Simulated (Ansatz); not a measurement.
C (P6_3/mmc) under several functionals

Plane-wave DFT in Ansatz with scalar-relativistic PAW potentials. The same structure was relaxed (cell and atoms, symmetry kept) in separate runs at each level. No spin polarisation.

**Question.** How do the levels PBE, PBEsol, r2SCAN compare?

**Answer.**
| level | cutoff (eV) | k mesh | V (Å³/atom) | a (Å) | c (Å) | gap (eV) | B0 (GPa) |
| --- | --- | --- | --- | --- | --- | --- | --- |
| PBEsol | 420 | 12×12×4 | 5.616 | 2.505 | 8.265 | 4.44 | – |
| r2SCAN | 500 | 12×12×4 | 5.647 | 2.510 | 8.280 | 4.80 | 451 |
| PBE | 420 | 12×12×4 | 5.700 | 2.518 | 8.305 | 4.54 | 433 |

The usual order of volumes, PBEsol < PBE, holds here (5.616, 5.700 Å³/atom). As a rule PBEsol, built on the gradient expansion of slowly varying densities, lies between LDA and PBE; PBE's stronger gradient term for exchange weakens bonds. r2SCAN lies 0.9 % under PBE in volume. Each gap belongs to its own cell, so it mixes the functional's effect with that of the volume; gaps are the least found on the k mesh or on a band path.